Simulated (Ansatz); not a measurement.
# NiO: the cost of one run

Program: Ansatz 0.2.0. Level of theory: DFT PBE, scalar-relativistic, plane waves, PAW. These are calculated values, not measurements.

2 further runs of the same task are left out: 2 set aside as unsound or not needed.

### 1 Starting point

Symmetry: F-43m, No. 216, cubic system. The conventional cell has a = 4.481 Å, b = 4.481 Å, c = 4.481 Å, α = 90.00°, β = 90.00°, γ = 90.00°. Around Ni (site symmetry -43m) lie 4 O at 1.94 Å. Around O (site symmetry -43m) lie 4 Ni at 1.94 Å.

Structure file:

```xyz
2
Lattice="0.0000 2.2406 2.2406 2.2406 0.0000 2.2406 2.2406 2.2406 0.0000" Properties=species:S:1:pos:R:3 pbc="T T T"
Ni    0.0000    0.0000    0.0000
O     3.3609    3.3609    3.3609
```

It is the end of an earlier relaxation with the same method, from a generated guess; it is a trial structure. At a tolerance of 0.05 Å it has space group F-43m (No. 216); it has 11.25 Å³/atom, an uncorrected energy of -0.56 eV/atom over the elements.

### 2 Electronic structure at the relaxed geometry

Contents of input.yaml:

```yaml
crystal:
  lattice:
    - [0.0, 2.2406275, 2.2406275]
    - [2.2406275, 0.0, 2.2406275]
    - [2.2406275, 2.2406275, 0.0]
  atoms:
    - { symbol: Ni, position: [0.0, 0.0, 0.0], spin: 1.61 }
    - { symbol: O, position: [0.75, 0.75, 0.75], spin: 0.41 }
basis:
  ecutwfc: 420
kpoints:
  mp_grid: { grid: [22, 22, 22] }
  band_path:
    path:
      - [[0.0, 0.0, 0.0], [-0.5, -0.5, 0.0], [-0.375, -0.375, 0.25]]
      - [[-0.375, 0.0, 0.375], [0.0, 0.0, 0.0], [0.0, 0.0, 0.5], [-0.5, -0.25, 0.25], [-0.5, -0.5, 0.0]]
    npoints: 14
hamiltonian:
  xc: pbe
scf:
  occupations: { method: gaussian, width: 0.1 }
  n_extra_bands: 6
output:
  forces: true
  stress: true
  eigenvalues: true
  populations: true
  dos: { projected: true, de: 0.02, nscf_kmesh: { grid: [27, 27, 27] } }
  bader: true
  write_density: true
  write_potential: true
  elf: true
  volumetric_format: npy
magnetization:
  spin_polarized: true
checkpoint:
  read: start.run
  write: ck
  compress: false
  write_wavefunctions: false
  write_every: 100000
```

Launch:

```bash
$ ansatz run input.yaml --threads 1 --pin off --max-ram 3072MiB --backend cpu --events-out ev --progress --plain --runs-dir out
```

What time and memory should one allow on 1 thread of AMD EPYC 7R43 (Zen 3), shared host?

About 89 s, with a peak of 0.57 GiB.
